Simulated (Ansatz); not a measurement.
**MgS: ab initio molecular dynamics**

Method: DFT PBE, scalar-relativistic, plane waves, PAW in Ansatz 0.2.0. Settings: plane waves to 420 eV, k-mesh 2×2×2 (shifted by 0.5, 0.5, 0.5 steps), Fermi–Dirac smearing 0.039 eV. The mesh is coarse. No spin polarisation.

16 atoms, starting at 1.01 times the perfect crystal's volume (space group Fm-3m, the cell as given, not relaxed at this level); constant energy, velocities drawn at 450 K, fixed cell; 82 steps of 6 fs. The run is short and not equilibrated. The time step is on the long side.

First frame:

```
Mg S
1.0
     5.22059    0.00000   -5.22059
     0.00000    5.22059   -5.22059
     5.22059    5.22059    0.00000
Mg S
8 8
Direct
  0.50000 0.50000 0.00000
  0.50000 0.50000 0.50000
  0.50000 0.00000 0.00000
  0.50000 0.00000 0.50000
  0.00000 0.50000 0.00000
  0.00000 0.50000 0.50000
  0.00000 0.00000 0.00000
  0.00000 0.00000 0.50000
  0.25000 0.25000 0.75000
  0.25000 0.25000 0.25000
  0.25000 0.75000 0.75000
  0.25000 0.75000 0.25000
  0.75000 0.25000 0.75000
  0.75000 0.25000 0.25000
  0.75000 0.75000 0.75000
  0.75000 0.75000 0.25000
```

| Item | Value |
| --- | --- |
| Mean temperature over the second half | 229 K |
| Mean pressure over the second half (kinetic part included) | 1.1 GPa |
| Mean potential energy above the perfect crystal (as given, at volume ratio 1; besides heat the difference comes from the crystal's own pressure of 1.2 GPa; its own run had another smearing, without effect beside its gap) | 26 meV/atom |
| Drift of the conserved energy over the run | 0.47 meV/atom |
| Mean-square drift of Mg from first to last step (mean shift of all atoms removed) | 0.02 Å² |
| Mean-square drift of S from first to last step (mean shift of all atoms removed) | 0.02 Å² |

Pair distribution functions g(r), second half of the run, up to half the cell's height:

| r (Å) | Mg-S |
| --- | --- |
| 2.25 | 0.0 |
| 2.35 | 0.1 |
| 2.45 | 1.6 |
| 2.55 | 10.0 |
| 2.65 | 10.5 |
| 2.75 | 2.5 |
| 2.85 | 0.3 |
| 2.95 | 0.0 |

Along the run (potential energy from its first value; pressure with the kinetic part):

| t (fs) | T (K) | ΔE_pot (meV/atom) | P (GPa) |
| --- | --- | --- | --- |
| 0.0 | 450 | 0.0 | 0.7 |
| 18.0 | 261 | 23.4 | 1.0 |
| 36.0 | 95 | 43.7 | 1.2 |
| 54.0 | 134 | 38.7 | 1.2 |
| 72.0 | 215 | 29.0 | 1.0 |
| 90.0 | 301 | 18.4 | 1.0 |
| 108.0 | 287 | 20.1 | 1.0 |
| 126.0 | 205 | 30.1 | 1.3 |
| 144.0 | 149 | 37.1 | 1.4 |
| 162.0 | 248 | 24.9 | 1.2 |
| 180.0 | 306 | 17.6 | 1.0 |
| 198.0 | 204 | 30.4 | 1.0 |
| 216.0 | 147 | 37.2 | 1.1 |
| 234.0 | 182 | 32.9 | 1.2 |
| 252.0 | 252 | 24.5 | 1.1 |
| 270.0 | 355 | 11.8 | 1.0 |
| 288.0 | 285 | 20.4 | 1.0 |
| 306.0 | 124 | 40.1 | 1.0 |
| 324.0 | 132 | 39.0 | 1.0 |
| 342.0 | 214 | 28.9 | 1.2 |
| 360.0 | 257 | 23.8 | 1.3 |
| 378.0 | 298 | 18.8 | 1.0 |
| 396.0 | 278 | 21.2 | 1.0 |
| 414.0 | 172 | 34.3 | 1.4 |
| 432.0 | 184 | 32.7 | 1.4 |
| 450.0 | 250 | 24.5 | 1.1 |
| 468.0 | 207 | 30.0 | 1.0 |
| 486.0 | 194 | 31.5 | 1.0 |

Cost: 1 run of about 5.4 core-minutes (earlier runs that led there not counted), on Intel Xeon 6975P-C (Granite Rapids) (shared hosts).